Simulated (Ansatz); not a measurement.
# Ruthenium, hcp under LDA: how the cold (Marzari-Vanderbilt) smearing moves the result

Aim: find which cold (Marzari-Vanderbilt) smearing width is enough for energy and pressure. The geometry was relaxed under LDA beforehand and stays fixed; 7 values are run, from 0.01 to 1.0 eV. Wanted are the values from which on the energy stays within 10 and 1 meV/atom, and the pressure within 0.5 GPa, of the narrowest run. Within the series other settings stay, but some runs also write fields, which adds to their time. Spin polarisation is left out.

Program: Ansatz 0.2.0. Level of theory: DFT LDA, plane waves with PAW, scalar-relativistic. These are calculated values, not measurements.

### Step 1. The structure to begin with

The structure is hexagonal, space group P6_3/mmc (No. 194). The conventional cell has a = 2.678 Å, b = 2.678 Å, c = 4.218 Å, α = 90.00°, β = 90.00°, γ = 120.00°. Ru (site symmetry -6m2) has 12 Ru at 2.61 to 2.68 Å as nearest neighbours.

As a file:

```
CELL_PARAMETERS angstrom
2.67753 0.00000 0.00000
-1.33877 2.31881 0.00000
0.00000 0.00000 4.21813
ATOMIC_POSITIONS crystal
Ru 0.33333 0.66667 0.25000
Ru 0.66667 0.33333 0.75000
```

### Step 2. Run at 0.01 eV

The run at 0.01 eV.

Contents of input.yaml:

```yaml
crystal:
  lattice:
    - [2.6775346364, 0.0, 0.0]
    - [-1.3387673182, 2.3188130146, 0.0]
    - [0.0, 0.0, 4.2181251212]
  atoms:
    - { symbol: Ru, position: [0.3333333333, 0.6666666667, 0.25] }
    - { symbol: Ru, position: [0.6666666667, 0.3333333333, 0.75] }
hamiltonian:
  xc: lda
  pseudopotentials:
    kind: paw
    azcp:
      Ru: "pseudopotentials/Ru.paw.azcp"
basis:
  ecutwfc: 420
  fft_grid_basis: typed
kpoints:
  mp_grid: { grid: [13, 13, 8], shift: [0, 0, 0] }
magnetization:
  spin_polarized: false
scf:
  occupations: { method: cold, width: 0.01 }
  lower_state_search: "off"
output:
  stress: true
```

The run is started by

```console
$ ansatz run input.yaml --threads 2 --pin off --max-ram 5120MiB --backend cpu --events-out ev --progress --plain --runs-dir out
```

Standard output, shortened:

```text
Warning: <dir> the record states the generating functional pbe (its physics header spells it `PBE`), which answers neither for hamiltonian.xc's functional nor for the lda family's — results may be inconsistent (PPs are generated against a specific XC)
Warning: RAYON_NUM_THREADS=2 ignored (pool sized by the plan → 2); use --threads N
[...]
Pseudopotentials: kind: paw
Pseudopotential: Ru, paw, valence charge 16, recommended cutoff 420 eV (normal), <dir>
Functional definition: SPW92
[...]
Crystal: 2 atoms, lattice volume = 26.189 Å³
Basis set: ecut = 420 eV, 537 PW (Γ)
Bands: 20, of which v1, the nominal top of the filled ones, is band 16 counted from 1 (15 counted from 0)
Symmetry: 24 space group operations
Space group: P63/mmc (ITA 194), of the structure as read, at distance tolerance 3.0e-5 Å
k-points: 105 of 1352
[...]
SCF iter   1: F=—  HF=-11516.591033 eV  |F-HF|=—  |Δ(HF+E_count)|=         —  Δρ=1.02e-2  dr2=1.24e-2  ethr=1.77e-3  ⟨swp⟩=5.7  Hψ=8493  notcnv=0
[...]
SCF iter   6: F=-11516.589294 eV  HF=-11516.589294 eV  |F-HF|=3.46e-11  |Δ(HF+E_count)|=   3.11e-9  S|Δr|=    0.00e0  Δρ=1.33e-6  dr2=1.26e-10  ethr=4.04e-11  ⟨swp⟩=1.6  Hψ=6388  notcnv=0
[...]
SCF converged after 6 iterations
Stability not checked: this state was not tested for a lower state beside it, because cold or Methfessel-Paxton smearing, or corrected tetrahedra, fill the levels in a way that the test cannot read (fill_not_monotonic; see scf.lower_state_search)
Free energy (F): -11516.589294 eV
[...]
E sigma→0 (E₀):  -11516.589275 eV
Entropy (-TS):   -0.000059 eV (-0.029 meV/atom)
Fermi energy:    24.325191 eV
[...]
--- Stress (GPa, compression-positive) ---
        0.006503       0.000000       0.000000
        0.000000       0.006503       0.000000
        0.000000       0.000000      -0.700118
  P = ⅓ Tr σ = -0.2290 GPa (-2.290 kbar)
```

Run time: 1.1 s. Hardware: 2 threads of Arm Neoverse V2, shared host; peak memory 0.31 GiB.

### Step 3. Run at 0.03 eV

The run at 0.03 eV.

input.yaml: that of step 2 with these lines changed.

```diff
@@ -22,3 +22,3 @@
 scf:
-  occupations: { method: cold, width: 0.01 }
+  occupations: { method: cold, width: 0.03 }
   lower_state_search: "off"
@@ -26 +26,5 @@
   stress: true
+  write_density: true
+  write_potential: true
+  elf: true
+  volumetric_format: npy
```

The run is started by

```console
$ ansatz run input.yaml --threads 2 --pin off --max-ram 5120MiB --backend cpu --events-out ev --progress --plain --runs-dir out
```

Standard output, shortened:

```text
Warning: <dir> the record states the generating functional pbe (its physics header spells it `PBE`), which answers neither for hamiltonian.xc's functional nor for the lda family's — results may be inconsistent (PPs are generated against a specific XC)
Warning: RAYON_NUM_THREADS=2 ignored (pool sized by the plan → 2); use --threads N
[...]
[... 3 set-up lines as earlier in the session ...]
[...]
Crystal: 2 atoms, lattice volume = 26.189 Å³
Basis set: ecut = 420 eV, 537 PW (Γ)
Bands: 20, of which v1, the nominal top of the filled ones, is band 16 counted from 1 (15 counted from 0)
[... 2 set-up lines as earlier in the session ...]
k-points: 105 of 1352
[...]
SCF iter   1: F=—  HF=-11516.591188 eV  |F-HF|=—  |Δ(HF+E_count)|=         —  Δρ=1.02e-2  dr2=1.24e-2  ethr=1.77e-3  ⟨swp⟩=5.3  Hψ=8397  notcnv=0
[...]
SCF iter   6: F=-11516.589421 eV  HF=-11516.589421 eV  |F-HF|=2.18e-11  |Δ(HF+E_count)|=   1.59e-9  S|Δr|=    0.00e0  Δρ=1.00e-6  dr2=7.15e-11  ethr=2.04e-11  ⟨swp⟩=4.7  Hψ=11591  notcnv=0
[...]
SCF converged after 6 iterations
Stability not checked: this state was not tested for a lower state beside it, because cold or Methfessel-Paxton smearing, or corrected tetrahedra, fill the levels in a way that the test cannot read (fill_not_monotonic; see scf.lower_state_search)
Free energy (F): -11516.589421 eV
[...]
E sigma→0 (E₀):  -11516.589366 eV
Entropy (-TS):   -0.000164 eV (-0.082 meV/atom)
Fermi energy:    24.329726 eV
[...]
--- Stress (GPa, compression-positive) ---
       -0.016284       0.000000       0.000000
        0.000000      -0.016284       0.000000
        0.000000       0.000000      -0.653681
  P = ⅓ Tr σ = -0.2287 GPa (-2.287 kbar)
--- Band table (eV; the first three rows and the last of 105) ---
  k-point 0: bands = ["-48.8037", "-48.5582", "-19.4263", "-18.3638", "-18.3638", "-18.1674", "-18.1674", "-18.1139", "16.0124", "17.7345", "21.5035", "21.5035", "21.7405", "22.2414", "22.2414", "22.7650", "22.7650", "25.5336", "25.5336", "25.6517"]
[...]
```

It took 1.5 s on 2 threads of Arm Neoverse V2, shared host; peak memory 0.32 GiB.

### Step 4. Run at 0.1 eV

The run at 0.1 eV.

input.yaml: that of step 3 with these lines changed.

```diff
@@ -22,3 +22,3 @@
 scf:
-  occupations: { method: cold, width: 0.03 }
+  occupations: { method: cold, width: 0.1 }
   lower_state_search: "off"
@@ -26,5 +26 @@
   stress: true
-  write_density: true
-  write_potential: true
-  elf: true
-  volumetric_format: npy
```

The run is started by

```console
$ ansatz run input.yaml --threads 2 --pin off --max-ram 5120MiB --backend cpu --events-out ev --progress --plain --runs-dir out
```

Standard output, shortened:

```text
Warning: <dir> the record states the generating functional pbe (its physics header spells it `PBE`), which answers neither for hamiltonian.xc's functional nor for the lda family's — results may be inconsistent (PPs are generated against a specific XC)
Warning: RAYON_NUM_THREADS=2 ignored (pool sized by the plan → 2); use --threads N
[...]
[... 3 set-up lines as earlier in the session ...]
[...]
Crystal: 2 atoms, lattice volume = 26.189 Å³
Basis set: ecut = 420 eV, 537 PW (Γ)
Bands: 20, of which v1, the nominal top of the filled ones, is band 16 counted from 1 (15 counted from 0)
[... 2 set-up lines as earlier in the session ...]
k-points: 105 of 1352
[...]
SCF iter   1: F=—  HF=-11516.590973 eV  |F-HF|=—  |Δ(HF+E_count)|=         —  Δρ=1.02e-2  dr2=1.25e-2  ethr=1.77e-3  ⟨swp⟩=5.0  Hψ=8157  notcnv=0
[...]
SCF iter   5: F=-11516.589195 eV  HF=-11516.589195 eV  |F-HF|=2.56e-8  |Δ(HF+E_count)|=   1.83e-7  S|Δr|=    0.00e0  Δρ=1.84e-5  dr2=3.75e-8  ethr=3.13e-10  ⟨swp⟩=3.0  Hψ=9441  notcnv=0
[...]
SCF converged after 5 iterations
Stability not checked: this state was not tested for a lower state beside it, because cold or Methfessel-Paxton smearing, or corrected tetrahedra, fill the levels in a way that the test cannot read (fill_not_monotonic; see scf.lower_state_search)
Free energy (F): -11516.589195 eV
[...]
E sigma→0 (E₀):  -11516.589186 eV
Entropy (-TS):   -0.000028 eV (-0.014 meV/atom)
Fermi energy:    24.327337 eV
[...]
--- Stress (GPa, compression-positive) ---
       -0.092228       0.000000       0.000000
        0.000000      -0.092228       0.000000
        0.000000       0.000000      -0.546583
  P = ⅓ Tr σ = -0.2437 GPa (-2.437 kbar)
```

Wall time 0.98 s (2 threads of Arm Neoverse V2, shared host); peak memory 0.31 GiB.

### Step 5. Run at 0.2 eV

The run at 0.2 eV.

input.yaml: that of step 4 with these lines changed.

```diff
@@ -22,3 +22,3 @@
 scf:
-  occupations: { method: cold, width: 0.1 }
+  occupations: { method: cold, width: 0.2 }
   lower_state_search: "off"
```

The run is started by

```console
$ ansatz run input.yaml --threads 2 --pin off --max-ram 5120MiB --backend cpu --events-out ev --progress --plain --runs-dir out
```

Standard output, shortened:

```text
Warning: <dir> the record states the generating functional pbe (its physics header spells it `PBE`), which answers neither for hamiltonian.xc's functional nor for the lda family's — results may be inconsistent (PPs are generated against a specific XC)
Warning: RAYON_NUM_THREADS=2 ignored (pool sized by the plan → 2); use --threads N
[...]
[... 3 set-up lines as earlier in the session ...]
[...]
Crystal: 2 atoms, lattice volume = 26.189 Å³
Basis set: ecut = 420 eV, 537 PW (Γ)
Bands: 20, of which v1, the nominal top of the filled ones, is band 16 counted from 1 (15 counted from 0)
[... 2 set-up lines as earlier in the session ...]
k-points: 105 of 1352
[...]
SCF iter   1: F=—  HF=-11516.591604 eV  |F-HF|=—  |Δ(HF+E_count)|=         —  Δρ=1.02e-2  dr2=1.26e-2  ethr=1.77e-3  ⟨swp⟩=4.9  Hψ=8147  notcnv=0
[...]
SCF iter   5: F=-11516.589689 eV  HF=-11516.589689 eV  |F-HF|=1.56e-8  |Δ(HF+E_count)|=   2.46e-7  S|Δr|=    0.00e0  Δρ=1.58e-5  dr2=2.42e-8  ethr=3.13e-10  ⟨swp⟩=4.5  Hψ=7709  notcnv=0
[...]
SCF converged after 5 iterations
Stability not checked: this state was not tested for a lower state beside it, because cold or Methfessel-Paxton smearing, or corrected tetrahedra, fill the levels in a way that the test cannot read (fill_not_monotonic; see scf.lower_state_search)
Free energy (F): -11516.589689 eV
[...]
E sigma→0 (E₀):  -11516.589234 eV
Entropy (-TS):   -0.001364 eV (-0.682 meV/atom)
Fermi energy:    24.320694 eV
[...]
--- Stress (GPa, compression-positive) ---
       -0.090998       0.000000       0.000000
       -0.000000      -0.090998       0.000000
        0.000000       0.000000      -0.526550
  P = ⅓ Tr σ = -0.2362 GPa (-2.362 kbar)
```

Run time: 0.96 s. Hardware: 2 threads of Arm Neoverse V2, shared host; peak memory 0.31 GiB.

### Step 6. Run at 0.3 eV

The run at 0.3 eV.

input.yaml: that of step 5 with these lines changed.

```diff
@@ -22,3 +22,3 @@
 scf:
-  occupations: { method: cold, width: 0.2 }
+  occupations: { method: cold, width: 0.3 }
   lower_state_search: "off"
```

The run is started by

```console
$ ansatz run input.yaml --threads 2 --pin off --max-ram 5120MiB --backend cpu --events-out ev --progress --plain --runs-dir out
```

Standard output, shortened:

```text
Warning: <dir> the record states the generating functional pbe (its physics header spells it `PBE`), which answers neither for hamiltonian.xc's functional nor for the lda family's — results may be inconsistent (PPs are generated against a specific XC)
Warning: RAYON_NUM_THREADS=2 ignored (pool sized by the plan → 2); use --threads N
[...]
[... 3 set-up lines as earlier in the session ...]
[...]
Crystal: 2 atoms, lattice volume = 26.189 Å³
Basis set: ecut = 420 eV, 537 PW (Γ)
Bands: 20, of which v1, the nominal top of the filled ones, is band 16 counted from 1 (15 counted from 0)
[... 2 set-up lines as earlier in the session ...]
k-points: 105 of 1352
[...]
SCF iter   1: F=—  HF=-11516.592497 eV  |F-HF|=—  |Δ(HF+E_count)|=         —  Δρ=1.03e-2  dr2=1.27e-2  ethr=1.77e-3  ⟨swp⟩=4.9  Hψ=18399  notcnv=0
[...]
SCF iter   5: F=-11516.590247 eV  HF=-11516.590247 eV  |F-HF|=1.52e-9  |Δ(HF+E_count)|=   1.74e-7  S|Δr|=    0.00e0  Δρ=5.99e-6  dr2=3.10e-9  ethr=3.13e-10  ⟨swp⟩=4.0  Hψ=8057  notcnv=0
[...]
SCF converged after 5 iterations
Stability not checked: this state was not tested for a lower state beside it, because cold or Methfessel-Paxton smearing, or corrected tetrahedra, fill the levels in a way that the test cannot read (fill_not_monotonic; see scf.lower_state_search)
Free energy (F): -11516.590247 eV
[...]
E sigma→0 (E₀):  -11516.590129 eV
Entropy (-TS):   -0.000354 eV (-0.177 meV/atom)
Fermi energy:    24.309146 eV
[...]
--- Stress (GPa, compression-positive) ---
       -0.186421       0.000000       0.000000
        0.000000      -0.186421       0.000000
        0.000000       0.000000      -0.361443
  P = ⅓ Tr σ = -0.2448 GPa (-2.448 kbar)
```

Wall time 1.2 s (2 threads of Arm Neoverse V2, shared host); peak memory 0.32 GiB.

### Step 7. Run at 0.6 eV

The run at 0.6 eV.

input.yaml: that of step 6 with these lines changed.

```diff
@@ -22,3 +22,3 @@
 scf:
-  occupations: { method: cold, width: 0.3 }
+  occupations: { method: cold, width: 0.6 }
   lower_state_search: "off"
@@ -26 +26,5 @@
   stress: true
+  write_density: true
+  write_potential: true
+  elf: true
+  volumetric_format: npy
```

The run is started by

```console
$ ansatz run input.yaml --threads 2 --pin off --max-ram 5120MiB --backend cpu --events-out ev --progress --plain --runs-dir out
```

Standard output, shortened:

```text
Warning: <dir> the record states the generating functional pbe (its physics header spells it `PBE`), which answers neither for hamiltonian.xc's functional nor for the lda family's — results may be inconsistent (PPs are generated against a specific XC)
Warning: RAYON_NUM_THREADS=2 ignored (pool sized by the plan → 2); use --threads N
band count auto-derived: 21 (N_el = 32.0; filled up to band 16; 20 by the electrons, moments and atoms)
[...]
[... 3 set-up lines as earlier in the session ...]
[...]
Crystal: 2 atoms, lattice volume = 26.189 Å³
Basis set: ecut = 420 eV, 537 PW (Γ)
Bands: 21, of which v1, the nominal top of the filled ones, is band 16 counted from 1 (15 counted from 0)
[... 2 set-up lines as earlier in the session ...]
k-points: 105 of 1352
[...]
SCF iter   1: F=—  HF=-11516.585959 eV  |F-HF|=—  |Δ(HF+E_count)|=         —  Δρ=1.03e-2  dr2=1.26e-2  ethr=1.77e-3  ⟨swp⟩=4.8  Hψ=8703  notcnv=0
[...]
SCF iter   5: F=-11516.583831 eV  HF=-11516.583831 eV  |F-HF|=4.87e-10  |Δ(HF+E_count)|=   3.32e-7  S|Δr|=    0.00e0  Δρ=6.42e-6  dr2=2.22e-9  ethr=3.13e-10  ⟨swp⟩=8.8  Hψ=15494  notcnv=0
[...]
SCF converged after 5 iterations
Stability not checked: this state was not tested for a lower state beside it, because cold or Methfessel-Paxton smearing, or corrected tetrahedra, fill the levels in a way that the test cannot read (fill_not_monotonic; see scf.lower_state_search)
Free energy (F): -11516.583831 eV
[...]
E sigma→0 (E₀):  -11516.593311 eV
Entropy (-TS):   0.028438 eV (14.219 meV/atom)
Fermi energy:    24.277868 eV
[...]
--- Stress (GPa, compression-positive) ---
       -0.647181       0.000000       0.000000
        0.000000      -0.647181       0.000000
        0.000000       0.000000       0.107308
  P = ⅓ Tr σ = -0.3957 GPa (-3.957 kbar)
--- Band table (eV; the first three rows and the last of 105) ---
  k-point 0: bands = ["-48.8027", "-48.5572", "-19.4248", "-18.3633", "-18.3633", "-18.1669", "-18.1669", "-18.1121", "16.0124", "17.7379", "21.5048", "21.5048", "21.7435", "22.2429", "22.2429", "22.7637", "22.7637", "25.5326", "25.5326", "25.6504", "35.0158"]
[...]
```

Wall time 1.4 s (2 threads of Arm Neoverse V2, shared host); peak memory 0.32 GiB.

### Step 8. Run at 1.0 eV

The run at 1.0 eV.

input.yaml: that of step 7 with these lines changed.

```diff
@@ -22,3 +22,3 @@
 scf:
-  occupations: { method: cold, width: 0.6 }
+  occupations: { method: cold, width: 1.0 }
   lower_state_search: "off"
@@ -26,5 +26 @@
   stress: true
-  write_density: true
-  write_potential: true
-  elf: true
-  volumetric_format: npy
```

The run is started by

```console
$ ansatz run input.yaml --threads 2 --pin off --max-ram 5120MiB --backend cpu --events-out ev --progress --plain --runs-dir out
```

Standard output, shortened:

```text
Warning: <dir> the record states the generating functional pbe (its physics header spells it `PBE`), which answers neither for hamiltonian.xc's functional nor for the lda family's — results may be inconsistent (PPs are generated against a specific XC)
Warning: RAYON_NUM_THREADS=2 ignored (pool sized by the plan → 2); use --threads N
band count auto-derived: 21 (N_el = 32.0; filled up to band 16; 20 by the electrons, moments and atoms)
[...]
[... 3 set-up lines as earlier in the session ...]
[...]
Crystal: 2 atoms, lattice volume = 26.189 Å³
Basis set: ecut = 420 eV, 537 PW (Γ)
Bands: 21, of which v1, the nominal top of the filled ones, is band 16 counted from 1 (15 counted from 0)
[... 2 set-up lines as earlier in the session ...]
k-points: 105 of 1352
[...]
SCF iter   1: F=—  HF=-11516.538340 eV  |F-HF|=—  |Δ(HF+E_count)|=         —  Δρ=1.07e-2  dr2=1.40e-2  ethr=1.77e-3  ⟨swp⟩=4.7  Hψ=8884  notcnv=0
[...]
SCF iter   5: F=-11516.535607 eV  HF=-11516.535607 eV  |F-HF|=3.97e-8  |Δ(HF+E_count)|=   4.37e-7  S|Δr|=    0.00e0  Δρ=2.08e-5  dr2=5.37e-8  ethr=3.13e-10  ⟨swp⟩=4.0  Hψ=7958  notcnv=0
[...]
SCF converged after 5 iterations
Stability not checked: this state was not tested for a lower state beside it, because cold or Methfessel-Paxton smearing, or corrected tetrahedra, fill the levels in a way that the test cannot read (fill_not_monotonic; see scf.lower_state_search)
Free energy (F): -11516.535607 eV
[...]
E sigma→0 (E₀):  -11516.601782 eV
Entropy (-TS):   0.198525 eV (99.262 meV/atom)
Fermi energy:    24.219395 eV
[...]
--- Stress (GPa, compression-positive) ---
       -1.940776       0.000000       0.000000
        0.000000      -1.940776       0.000000
        0.000000       0.000000      -0.005321
  P = ⅓ Tr σ = -1.2956 GPa (-12.956 kbar)
```

Run time: 0.98 s. Hardware: 2 threads of Arm Neoverse V2, shared host; peak memory 0.31 GiB.

### Step 9. All values side by side

Energies count from the run at 0.01 eV.

```csv
smearing (eV),F (meV/atom),E(σ → 0) (meV/atom),P (GPa),SCF cycles,CPU time
0.01,0.00,0.00,-0.23,6,1.9 s
0.03,-0.06,-0.05,-0.23,6,2.8 s
0.1,0.05,0.04,-0.24,5,1.8 s
0.2,-0.20,0.02,-0.24,5,1.7 s
0.3,-0.48,-0.43,-0.24,5,2.3 s
0.6,2.73,-2.02,-0.40,5,2.6 s
1.0,26.84,-6.25,-1.30,5,1.8 s
```

### Step 10. What came out

| quantity | value |
| --- | --- |
| E(σ → 0) stays within 10 meV/atom of 0.01 eV | up to 1.0 eV |
| E(σ → 0) stays within 1 meV/atom | up to 0.3 eV |
| pressure stays within 0.5 GPa | up to 0.6 eV |
| pressure at 0.01 eV | -0.23 GPa |
| energy of a separate run on a finer mesh (22×22×12) | -1.8 meV/atom from 0.01 eV |

The far end, 1.0 eV, lies -6.3 meV/atom and -1.1 GPa from the yardstick. Over the range F shifts by +26.8 meV/atom, while E(σ → 0) shifts by -6.3. This scheme cancels the term in the square of the width, so F moves little up to 0.2 eV. The mesh (13×13×8) is fixed, so the narrowest widths carry a k-point error of their own. The yardstick itself is unsettled by 1.8 meV/atom against the finer mesh, so the thresholds above hold only within this series, and wider smearing, which averages over more states, can land nearer the fine-mesh value than the narrowest does. The cell taken over is 3 % smaller than the measured one (13.55 Å³/atom, COD).
